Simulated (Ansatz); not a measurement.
**How settings move the G0W0 gap of MgO (rocksalt)**

Rocksalt MgO, relaxed with r2SCAN; one-shot G0W0 in Ansatz without spin-orbit coupling. The values are computed, spin-unpolarised, and not measurements.

```yaml
crystal:
  lattice:
    - [0.00000, 2.10217, 2.10217]
    - [2.10217, 0.00000, 2.10217]
    - [2.10217, 2.10217, 0.00000]
  atoms:
    - { symbol: Mg, position: [0.00000, 0.00000, 0.00000] }
    - { symbol: O, position: [0.50000, 0.50000, 0.50000] }
```

Gaps are read over the mesh points alone. G0W0 here is at a finite number of bands, screening cutoff and k mesh, not at the basis limit.

| start | potentials | frequency model | mesh | empty bands | screening cutoff (eV) | Kohn-Sham gap (eV) | G0W0 gap (eV) |
| --- | --- | --- | --- | --- | --- | --- | --- |
| PBE | PAW | contour deformation | 8×8×8 | 42 | 100 | 4.80 | 7.04 |
| PBE | PAW | contour deformation | 8×8×8 | 101 | 180 | 4.80 | 7.29 |
| PBE | PAW | contour deformation | 8×8×8 | 197 | 260 | 4.80 | 7.37 |
| HSE06 | PAW | contour deformation | 8×8×8 | 101 | 180 | 6.54 | 8.14 |
| r2SCAN | PAW | contour deformation | 8×8×8 | 101 | 180 | 5.68 | 7.78 |
| PBE0 | PAW | contour deformation | 8×8×8 | 101 | 180 | 7.28 | 8.34 |
| PBE | PAW | Godby-Needs pole | 8×8×8 | 101 | 180 | 4.80 | 7.27 |
| PBE | PAW | contour deformation | 10×10×10 | 30 | 80 | 4.80 | 6.95 |
| PBE | norm-conserving | contour deformation | 8×8×8 | 101 | 180 | 4.80 | 7.29 |

Over the mesh points the PBE gap of 4.80 eV becomes a quasiparticle gap of 7.37 eV (direct at Γ), a change of +2.57 eV. Renormalisation factors Z lie between 0.78 and 0.86.

Raising bands and cutoff together moves the gap by +0.25 eV (100 to 180 eV), then +0.08 eV (180 to 260 eV); the last step is still large, so the basis limit isn't reached. Starting from HSE06 (6.54 eV against PBE's 4.80 eV) gives 8.14 eV, +0.85 eV from G0W0@PBE at the same screening cutoff. Starting from r2SCAN (5.68 eV against PBE's 4.80 eV) gives 7.78 eV, +0.49 eV from G0W0@PBE at the same screening cutoff. Starting from PBE0 (7.28 eV against PBE's 4.80 eV) gives 8.34 eV, +1.05 eV from G0W0@PBE at the same screening cutoff. The Godby-Needs plasmon pole differs from contour deformation by -0.02 eV. Norm-conserving potentials (wave cutoff 1240 eV against 420 eV) shift the quasiparticle gap by 0.00 eV and the PBE gap by 0.00 eV. r2SCAN runs take a wave cutoff of 500 eV.
